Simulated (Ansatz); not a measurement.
## SiC (F-43m): G0W0 and the choice of datasets

```xyz
2
Lattice="0.0000 2.1037 2.1037 2.1037 0.0000 2.1037 2.1037 2.1037 0.0000" Properties=species:S:1:pos:R:3 pbc="T T T"
Si    0.0000    0.0000    0.0000
C     1.0519    1.0519    1.0519
```

Held fixed (Ansatz):

```yaml
orbitals: PBE
k_mesh: 4×4×4
empty_bands: 120
response_cutoff: 200 eV
frequencies: plasmon pole, fitted at 0 and 24.34i eV
q_→_0_term: analytic weight of Carrier, Rohra and Görling
band_sums: cut at the band count
```

The gap is read from Γ to k = (0, -0.5, -0.5), linearised, between the Kohn-Sham band edges among the points solved. The direct gap is read between the top filled and lowest empty Kohn-Sham band at Γ. ε∞ is the electronic dielectric constant on this mesh.

| datasets, wave cutoff | KS gap (eV) | G0W0 gap (eV) | direct at Γ (eV) | ε∞ |
| --- | --- | --- | --- | --- |
| all-electron, 2970 eV | 1.21 | ? | ? | ? |
| hard PAW, 700 eV | 1.20 | 2.03 | 8.54 | 8.7 |
| hand-made PAW, accurate, 800 eV | 1.21 | 2.06 | 8.56 | 8.6 |
| hand-made PAW, 820 eV | 1.20 | 2.05 | 8.50 | 8.6 |
| JTH PAW, 700 eV | 1.21 | 2.01 | 8.43 | 8.6 |
| soft PAW (1st gen.), 420 eV | 1.21 | 2.04 | 8.52 | 8.6 |
| norm-conserving, 1116 eV | 1.19 | 1.99 | 8.39 | 8.6 |

(1) Fill in the row for all-electron, 2970 eV.

Answers

(1) G0W0 gap 2.03 eV, direct at Γ 8.54 eV, ε∞ 8.7.

The cell is a model at fixed atoms and needn't be the relaxed known crystal. Soft PAW datasets can miss an all-electron G0W0 gap by more than 5 %. With norm-conserving pseudopotentials the core–valence exchange is only approximate, which can shift gaps by tenths of an eV and RPA lattice constants by most of a per cent. Points k are given in fractions of the reciprocal vectors. The mesh is coarse, so these are values at the stated settings, not converged ones. Band sums or response are cut, so the gap isn't at its basis limit. The gap is read on the mesh, and the crystal's band edges can lie off it. Meshes this coarse can overestimate the dielectric constant by a tenth and more.
